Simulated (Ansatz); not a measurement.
# Dielectric response of KBr (110) films, part 4 of 5

How well do thin rocksalt KBr (110) films screen a perpendicular field?

Ansatz 0.2.0; plane-wave DFT, PBEsol, Ansatz PAW (the session's first sound run).

So far. Step 14 (Response with the atoms held, 16 atoms, units 8): The induced dipole is that of a conductor 11.73 Å thick. Step 15 (Relaxation, 24 atoms, units 12): The gap is 3.89 eV, with the valence edge 5.62 eV and the conduction edge 1.74 eV under the upper vacuum level.

### 17. Single point on the relaxed film, 24 atoms, units 12

The next thickness, treated alike, so that differences show the interior and the faces cancel.

The input, input.yaml:

```yaml
crystal:
  lattice:
    - [4.66690476, 0.0, 0.0]
    - [0.0, 6.6, 0.0]
    - [0.0, 0.0, 43.6679761571]
  atoms:
    - { symbol: K, position: [0.5, 0.5, 0.2133784291] }
    - { symbol: Br, position: [0.5, 0.0, 0.2107462276] }
    - { symbol: K, position: [0.0, 0.0, 0.2611670825] }
    - { symbol: Br, position: [0.0, 0.5, 0.262668538] }
    - { symbol: K, position: [0.5, 0.5, 0.3161138372] }
    - { symbol: Br, position: [0.5, 0.0, 0.3153288035] }
    - { symbol: K, position: [0.0, 0.0, 0.3678772233] }
    - { symbol: Br, position: [0.0, 0.5, 0.3683461938] }
    - { symbol: K, position: [0.5, 0.5, 0.421095528] }
    - { symbol: Br, position: [0.5, 0.0, 0.4207962823] }
    - { symbol: K, position: [0.0, 0.0, 0.4735129734] }
    - { symbol: Br, position: [0.0, 0.5, 0.4737417561] }
    - { symbol: K, position: [0.5, 0.5, 0.5264870281] }
    - { symbol: Br, position: [0.5, 0.0, 0.5262582404] }
    - { symbol: K, position: [0.0, 0.0, 0.5789044726] }
    - { symbol: Br, position: [0.0, 0.5, 0.5792037163] }
    - { symbol: K, position: [0.5, 0.5, 0.6321227769] }
    - { symbol: Br, position: [0.5, 0.0, 0.6316538021] }
    - { symbol: K, position: [0.0, 0.0, 0.683886163] }
    - { symbol: Br, position: [0.0, 0.5, 0.6846711914] }
    - { symbol: K, position: [0.5, 0.5, 0.7388329212] }
    - { symbol: Br, position: [0.5, 0.0, 0.7373314617] }
    - { symbol: K, position: [0.0, 0.0, 0.7866215753] }
    - { symbol: Br, position: [0.0, 0.5, 0.789253776] }
kpoints:
  mp_grid: { grid: [6, 4, 1] }
hamiltonian:
  xc: pbesol
scf:
  occupations: { method: fixed }
  convergence: { dr2_threshold: 1.0e-09 }
efield:
  axis: 3
  dipole_correction: true
  ramp_position: 0.97
  ramp_width: 0.06
output:
  eigenvalues: true
  dos: { projected: true, e_range: [-7, 7] }
  write_potential: true
  write_density: true
  volumetric_format: npy
checkpoint:
  write: end12.run
  compress: false
  write_wavefunctions: false
```

Run with:

```bash
> ansatz run input.yaml --threads 4 --pin off --max-ram 12288MiB --backend cpu --events-out ev --progress --plain --runs-dir out
```

Numbers of over 12 decimals in the logs are rounded to 6 here.

The log of the run:

```text
[...]
Crystal: 24 atoms, lattice volume = 1345.042 Å³
Basis set: ecut = 420 eV, 26309 PW (Γ)
Bands: 120, of which v1, the nominal top of the filled ones, is band 96 counted from 1 (95 counted from 0)
Symmetry: 4 space group operations
k-points: 12 of 24
[...]
k-point 1: bands = [... 92 lower, -1.3555, -1.3538, -1.1219, -1.1218, 3.2291, 3.2789, 3.5277, 3.8516, ... 20 higher]
  k-point 2: bands = [... 92 lower, -1.3572, -1.3571, -1.1345, -1.1344, 3.8287, 3.8290, 4.3570, 4.3570, ... 20 higher]
  k-point 11: bands = [... 92 lower, -1.5796, -1.5795, -1.3494, -1.3493, 4.6905, 4.6908, 4.9935, 4.9936, ... 20 higher]
[key lines of the parts left out:]
SCF converged after 8 iterations
Free energy (F): -51070.894513 eV
Fermi energy:    -1.108921 eV
Dipole field:    D = 0.000001 V/Å  (p = 0.000006 e·Å, saw-weighted, corrected)
Work function:   Φ+ = 5.6243 eV   Φ− = 5.6243 eV
```

Elapsed: 86 s, on 4 threads of Arm Neoverse V1, shared host; peak memory 4 GiB.

Running mean over 2.333 Å of the planar mean; the ramp of the sawtooth is left out. Table of electron's electrostatic potential energy less the highest filled level by z:

| z (Å) | electron's electrostatic potential energy less the highest filled level (eV) |
| --- | --- |
| 4 | 5.62 |
| 5 | 5.62 |
| 6 | 5.61 |
| 7 | 5.46 |
| 8 | 3.30 |
| 9 | 0.595 |
| 10 | -0.0200 |
| 11 | 0.180 |
| 12 | 0.453 |
| 13 | 0.467 |
| 14 | 0.410 |
| 15 | 0.270 |
| 16 | 0.406 |
| 17 | 0.336 |
| 18 | 0.406 |
| 19 | 0.361 |
| 20 | 0.349 |
| 21 | 0.405 |
| 22 | 0.321 |
| 23 | 0.416 |
| 24 | 0.315 |
| 25 | 0.406 |
| 26 | 0.361 |
| 27 | 0.375 |
| 28 | 0.370 |
| 29 | 0.288 |
| 30 | 0.438 |
| 31 | 0.474 |
| 32 | 0.419 |
| 33 | -0.0340 |
| 34 | 0.203 |
| 35 | 1.05 |
| 36 | 4.47 |
| 37 | 5.56 |
| 38 | 5.62 |
| 39 | 5.62 |
| 40 | 5.62 |

The gap is 3.89 eV, with the valence edge 5.62 eV and the conduction edge 1.74 eV under the upper vacuum level.

### 18. Atoms held, 24 atoms, units 12, field 0.1 V/Å

input.yaml: that of step 17 with these lines changed.

```diff
@@ -36,3 +36,3 @@
   occupations: { method: fixed }
-  convergence: { dr2_threshold: 1.0e-09 }
+  convergence: { dr2_threshold: 1.0e-10 }
 efield:
@@ -42,5 +42,4 @@
   ramp_width: 0.06
+  amplitude: 0.1
 output:
-  eigenvalues: true
-  dos: { projected: true, e_range: [-7, 7] }
   write_potential: true
@@ -48,5 +47 @@
   volumetric_format: npy
-checkpoint:
-  write: end12.run
-  compress: false
-  write_wavefunctions: false
```

The log of the run:

```text
[...]
Crystal: 24 atoms, lattice volume = 1345.042 Å³
Basis set: ecut = 420 eV, 26309 PW (Γ)
Bands: 120, of which v1, the nominal top of the filled ones, is band 96 counted from 1 (95 counted from 0)
Symmetry: 4 space group operations
k-points: 12 of 24
[...]
k-point 0: bands = [... 92 lower, -1.3508, -0.9921, -0.8998, -0.6273, 2.4020, 2.9267, 3.2463, 3.5390, ... 20 higher]
  k-point 1: bands = [... 92 lower, -1.3851, -1.1402, -0.8887, -0.6396, 2.7703, 3.3557, 3.6502, 3.8611, ... 20 higher]
  k-point 2: bands = [... 92 lower, -1.4255, -1.2562, -0.8867, -0.6518, 3.2698, 3.9714, 4.1658, 4.2700, ... 20 higher]
  k-point 11: bands = [... 92 lower, -1.6240, -1.2016, -1.1029, -0.8652, 4.1757, 4.7683, 4.8791, 4.9386, ... 20 higher]
[key lines of the parts left out:]
SCF converged after 11 iterations
Free energy (F): -51070.909323 eV
Fermi energy:    -0.627267 eV
Dipole field:    D = 0.039849 V/Å  (p = 0.296204 e·Å, saw-weighted, corrected)
```

Run time: 94 s. Hardware: 4 threads; peak memory 4 GiB.

The dipole is 0.296 e·Å, and the gap on the mesh 3.029 eV.

### 19. Atoms held, 24 atoms, units 12, field -0.1 V/Å

input.yaml: that of step 18 with these lines changed.

```diff
@@ -42,3 +42,3 @@
   ramp_width: 0.06
-  amplitude: 0.1
+  amplitude: -0.1
 output:
```

The log of the run:

```text
[...]
Crystal: 24 atoms, lattice volume = 1345.042 Å³
Basis set: ecut = 420 eV, 26309 PW (Γ)
Bands: 120, of which v1, the nominal top of the filled ones, is band 96 counted from 1 (95 counted from 0)
Symmetry: 4 space group operations
k-points: 12 of 24
[...]
k-point 0: bands = [... 92 lower, -1.3508, -0.9922, -0.8998, -0.6273, 2.4021, 2.9268, 3.2463, 3.5390, ... 20 higher]
  k-point 1: bands = [... 92 lower, -1.3852, -1.1404, -0.8887, -0.6397, 2.7705, 3.3558, 3.6502, 3.8611, ... 20 higher]
  k-point 2: bands = [... 92 lower, -1.4256, -1.2563, -0.8868, -0.6519, 3.2701, 3.9714, 4.1658, 4.2701, ... 20 higher]
  k-point 11: bands = [... 92 lower, -1.6241, -1.2017, -1.1030, -0.8653, 4.1761, 4.7684, 4.8791, 4.9384, ... 20 higher]
[key lines of the parts left out:]
SCF converged after 11 iterations
Free energy (F): -51070.909323 eV
Fermi energy:    -0.627345 eV
Dipole field:    D = -0.039849 V/Å  (p = -0.296205 e·Å, saw-weighted, corrected)
```

Wall time 94 s (4 threads); peak memory 4 GiB; 6.1 min of CPU time.

The dipole is -0.296 e·Å, and the gap on the mesh 3.029 eV.

### 20. Response with the atoms held, 24 atoms, units 12

This step: plane-wave DFT, PBEsol, Ansatz PAW; response to a field along the normal, atoms held (Ansatz 0.2.0).

Local field over the applied field, running mean. From the potentials at -0.1 and 0.1 V/Å; running mean over 2.333 Å, taken twice. Local field over applied field against z:

| z (Å) | local field over applied field |
| --- | --- |
| 5 | 0.995 |
| 6 | 0.967 |
| 7 | 0.860 |
| 8 | 0.657 |
| 9 | 0.455 |
| 10 | 0.361 |
| 11 | 0.365 |
| 12 | 0.386 |
| 13 | 0.390 |
| 14 | 0.384 |
| 15 | 0.382 |
| 16 | 0.383 |
| 17 | 0.384 |
| 18 | 0.384 |
| 19 | 0.384 |
| 20 | 0.384 |
| 21 | 0.384 |
| 22 | 0.384 |
| 23 | 0.384 |
| 24 | 0.384 |
| 25 | 0.384 |
| 26 | 0.384 |
| 27 | 0.384 |
| 28 | 0.383 |
| 29 | 0.382 |
| 30 | 0.386 |
| 31 | 0.391 |
| 32 | 0.380 |
| 33 | 0.358 |
| 34 | 0.378 |
| 35 | 0.513 |
| 36 | 0.732 |
| 37 | 0.908 |
| 38 | 0.982 |
| 39 | 0.997 |

The induced dipole is that of a conductor 17.40 Å thick.

### 21. Field on, atoms free, 24 atoms, units 12, field 0.05 V/Å

This step: plane-wave DFT, PBEsol, Ansatz PAW (Ansatz 0.2.0).

The same pair of relaxations in the field for this thickness.

input.yaml: that of step 19 with these lines changed.

```diff
@@ -42,3 +42,6 @@
   ramp_width: 0.06
-  amplitude: -0.1
+  amplitude: 0.05
+relax:
+  f_tol: 0.0006
+  max_steps: 70
 output:
```

The log of the run:

```text
[...]
Crystal: 24 atoms, lattice volume = 1345.042 Å³
Basis set: ecut = 420 eV, 26309 PW (Γ), exchange–correlation on 64×90×600 points (8 copies of the dense FFT grid, shifted against one another)
Bands: 120, of which v1, the nominal top of the filled ones, is band 96 counted from 1 (95 counted from 0)
Symmetry: 4 space group operations
k-points: 12 of 24
[...]
- { symbol: Br, position: [0, 0.500000, 0.579079] }
    - { symbol: K, position: [0.5, 0.500000, 0.632178] }
    - { symbol: Br, position: [0.5, 0, 0.631601] }
    - { symbol: K, position: [0, 0, 0.684063] }
    - { symbol: Br, position: [0, 0.500000, 0.684492] }
    - { symbol: K, position: [0.5, 0.500000, 0.738814] }
    - { symbol: Br, position: [0.5, 0, 0.737361] }
    - { symbol: K, position: [0, 0, 0.786878] }
    - { symbol: Br, position: [0, 0.500000, 0.788997] }
[key lines of the parts left out:]
SCF converged after 7 iterations
Free energy (F): -51070.899121 eV
Fermi energy:    -0.996484 eV
Dipole field:    D = 0.027128 V/Å  (p = 0.201649 e·Å, saw-weighted, corrected)
```

It took 2.9 min on 4 threads; peak memory 3.4 GiB; 11 min of CPU time.

The steps of the relaxation:

| step | energy less that of the first step (eV) | largest force component (eV/Å) |
| --- | --- | --- |
| 1 | 0.0000 | 0.0237 |
| 2 | -0.0013 | 0.0066 |
| 3 | -0.0013 | 0.0006 |

The run keeps the 4 symmetry operations that it works with, so distortions that break them were not tested.

The atoms that moved most (Å):

```
atom     dx     dy      dz  length
 Br2  0.000  0.000  -0.012   0.012
Br24  0.000  0.000  -0.011   0.011
 K23  0.000  0.000   0.011   0.011
  K1  0.000  0.000   0.011   0.011
  K5  0.000  0.000   0.008   0.008
 Br6  0.000  0.000  -0.008   0.008
Br20  0.000  0.000  -0.008   0.008
 K19  0.000  0.000   0.008   0.008
```

Final coordinates:

```xyz
24
Lattice="4.6669 0.0000 0.0000 0.0000 6.6000 0.0000 0.0000 0.0000 43.6680" Properties=species:S:1:pos:R:3
K     2.3335    3.3000    9.3289
Br    2.3335    0.0000    9.1907
K     0.0000    0.0000   11.4033
Br    0.0000    3.3000   11.4717
K     2.3335    3.3000   13.8123
Br    2.3335    0.0000   13.7616
K     0.0000    0.0000   16.0668
Br    0.0000    3.3000   16.0827
K     2.3335    3.3000   18.3941
Br    2.3335    0.0000   18.3696
K     0.0000    0.0000   20.6813
Br    0.0000    3.3000   20.6834
K     2.3335    3.3000   22.9950
Br    2.3335    0.0000   22.9764
K     0.0000    0.0000   25.2851
Br    0.0000    3.3000   25.2872
K     2.3335    3.3000   27.6060
Br    2.3335    0.0000   27.5808
K     0.0000    0.0000   29.8716
Br    0.0000    3.3000   29.8904
K     2.3335    3.3000   32.2625
Br    2.3335    0.0000   32.1991
K     0.0000    0.0000   34.3614
Br    0.0000    3.3000   34.4539
```

The relaxation took 3 steps and lowered the energy by 0.0013 eV; the largest force on the free atoms ends at 5.7e-4 eV/Å.

The dipole is 0.202 e·Å, and the gap on the mesh 3.719 eV.

### 22. Field on, atoms free, 24 atoms, units 12, field -0.05 V/Å

The opposite sign, again from the field-free geometry; the difference of the two cancels what relaxes without a field.

input.yaml: that of step 21 with these lines changed.

```diff
@@ -42,3 +42,3 @@
   ramp_width: 0.06
-  amplitude: 0.05
+  amplitude: -0.05
 relax:
```

The log of the run:

```text
[...]
Crystal: 24 atoms, lattice volume = 1345.042 Å³
Basis set: ecut = 420 eV, 26309 PW (Γ), exchange–correlation on 64×90×600 points (8 copies of the dense FFT grid, shifted against one another)
Bands: 120, of which v1, the nominal top of the filled ones, is band 96 counted from 1 (95 counted from 0)
Symmetry: 4 space group operations
k-points: 12 of 24
[...]
- { symbol: Br, position: [0, 0.500000, 0.579333] }
    - { symbol: K, position: [0.5, 0.500000, 0.632067] }
    - { symbol: Br, position: [0.5, 0, 0.631708] }
    - { symbol: K, position: [0, 0, 0.683706] }
    - { symbol: Br, position: [0, 0.500000, 0.684856] }
    - { symbol: K, position: [0.5, 0.500000, 0.738859] }
    - { symbol: Br, position: [0.5, 0, 0.737303] }
    - { symbol: K, position: [0, 0, 0.786376] }
    - { symbol: Br, position: [0, 0.500000, 0.789537] }
[key lines of the parts left out:]
SCF converged after 7 iterations
Free energy (F): -51070.899121 eV
Fermi energy:    -0.996814 eV
Dipole field:    D = -0.027118 V/Å  (p = -0.201570 e·Å, saw-weighted, corrected)
```

Run time: 3.7 min. Hardware: 4 threads; peak memory 3.4 GiB.

Step by step:

```csv
step,energy less that of the first step (eV),largest force component (eV/Å)
1,0.0000,0.0237
2,-0.0013,0.0066
3,-0.0010,0.0258
4,-0.0013,0.0004
```

Relaxation step 3 was tried and not accepted.

The run keeps the 4 symmetry operations that it works with, so distortions that break them were not tested.

The atoms that moved most (Å):

```
atom     dx     dy      dz  length
Br24  0.000  0.000   0.012   0.012
  K1  0.000  0.000  -0.011   0.011
 Br2  0.000  0.000   0.011   0.011
 K23  0.000  0.000  -0.011   0.011
Br20  0.000  0.000   0.008   0.008
 K19  0.000  0.000  -0.008   0.008
 Br6  0.000  0.000   0.008   0.008
  K5  0.000  0.000  -0.008   0.008
```

The relaxed structure:

```cif
data_structure
_symmetry_space_group_name_H-M 'P 1'
_symmetry_Int_Tables_number 1
_cell_length_a 4.6669
_cell_length_b 6.6000
_cell_length_c 43.6680
_cell_angle_alpha 90.000
_cell_angle_beta 90.000
_cell_angle_gamma 90.000
_cell_volume 1345.04
loop_
_atom_site_label
_atom_site_type_symbol
_atom_site_fract_x
_atom_site_fract_y
_atom_site_fract_z
_atom_site_occupancy
K1 K 0.50000 0.50000 0.21312 1
Br2 Br 0.50000 0.00000 0.21100 1
K3 K 0.00000 0.00000 0.26117 1
Br4 Br 0.00000 0.50000 0.26263 1
K5 K 0.50000 0.50000 0.31594 1
Br6 Br 0.50000 0.00000 0.31551 1
K7 K 0.00000 0.00000 0.36782 1
Br8 Br 0.00000 0.50000 0.36840 1
K9 K 0.50000 0.50000 0.42097 1
Br10 Br 0.50000 0.00000 0.42092 1
K11 K 0.00000 0.00000 0.47341 1
Br12 Br 0.00000 0.50000 0.47384 1
K13 K 0.50000 0.50000 0.52639 1
Br14 Br 0.50000 0.00000 0.52635 1
K15 K 0.00000 0.00000 0.57878 1
Br16 Br 0.00000 0.50000 0.57933 1
K17 K 0.50000 0.50000 0.63207 1
Br18 Br 0.50000 0.00000 0.63171 1
K19 K 0.00000 0.00000 0.68371 1
Br20 Br 0.00000 0.50000 0.68486 1
K21 K 0.50000 0.50000 0.73886 1
Br22 Br 0.50000 0.00000 0.73730 1
K23 K 0.00000 0.00000 0.78638 1
Br24 Br 0.00000 0.50000 0.78954 1
```

The relaxation took 4 steps and lowered the energy by 0.0013 eV; the largest force on the free atoms ends at 3.7e-4 eV/Å.

The dipole is -0.202 e·Å, and the gap on the mesh 3.719 eV.

### 23. Response with the atoms relaxed, 24 atoms, units 12

This step: plane-wave DFT, PBEsol, Ansatz PAW; response to a field along the normal, atoms relaxed (Ansatz 0.2.0).

This step gave:

```
equivalent conductor thickness p/(ε₀AE) : 23.69 Å
inner field over outer field            : 0.1978
local ε in the middle                   : 5.055
```

Local field over the applied field, running mean. From the potentials at -0.05 and 0.05 V/Å; running mean over 2.333 Å, taken twice. Local field over applied field against z:

z (Å), local field over applied field and a bar:
```
        5      0.992 ##############################
        6      0.918 ###########################
        7      0.665 ###################
        8      0.411 ###########
        9      0.304 ########
       10      0.069 
       11      0.102 #
       12      0.218 #####
       13      0.235 #####
       14      0.220 #####
       15      0.151 ###
       16      0.155 ###
       17      0.223 #####
       18      0.210 #####
       19      0.171 ###
       20      0.172 ###
       21      0.194 ####
       22      0.206 ####
       23      0.183 ####
       24      0.168 ###
       25      0.190 ####
       26      0.208 ####
       27      0.210 #####
       28      0.153 ###
       29      0.137 ##
       30      0.245 ######
       31      0.254 ######
       32      0.142 ##
       33      0.134 ##
       34      0.137 ##
       35      0.319 ########
       36      0.524 ###############
       37      0.732 #####################
       38      0.963 #############################
       39      0.997 ##############################
```

The induced dipole is that of a conductor 23.69 Å thick.

### 24. Electronic ε from the series

This step: plane-wave DFT, PBEsol, Ansatz PAW; permittivity from the thickness series, atoms held (Ansatz 0.2.0).

Each added layer adds t(1 − 1/ε) to the dipole term, so the slope against thickness gives ε without a choice of where the film ends.

Numbers from this step:

* slope: 0.6156
* intercept of the fit: 1.847 Å
* ε of the interior: 2.602

The equivalent conductor thickness by distance between the outer atoms:

```csv
distance between the outer atoms (Å),equivalent conductor thickness (Å)
9.14,7.47
16.06,11.7
25.26,17.4
```

By hand, from the thinnest and the thickest film: slope = (17.401 − 7.475) / (25.262 − 9.138) = 0.616, so ε = 1/(1 − 0.616) = 2.60.

### 25. Static ε from the series

This step: plane-wave DFT, PBEsol, Ansatz PAW; permittivity from the thickness series, atoms relaxed (Ansatz 0.2.0).

The same fit for the relaxed films. The nearer its slope lies to 1, the more ε hangs on small errors.

Numbers from this step:

* slope: 0.7965
* intercept of the fit: 3.566 Å
* ε of the interior: 4.914

(Continued in part 5 of 5.)

[Logs are printed without paths, hosts, clocks, repeated set-up lines and the standing remarks that a program may print on its own settings, such as how far it seeks lower states.]

[Hosts, paths, dates, database ids (printed as entryN), source tags and the programs' standing remarks are cut or masked in the printed files.]

[Maps of the electrostatic potential energy from Ansatz leave out the sawtooth potential of an applied field or a dipole correction, so their vacuum need not be flat; planar profiles and work functions include it.]
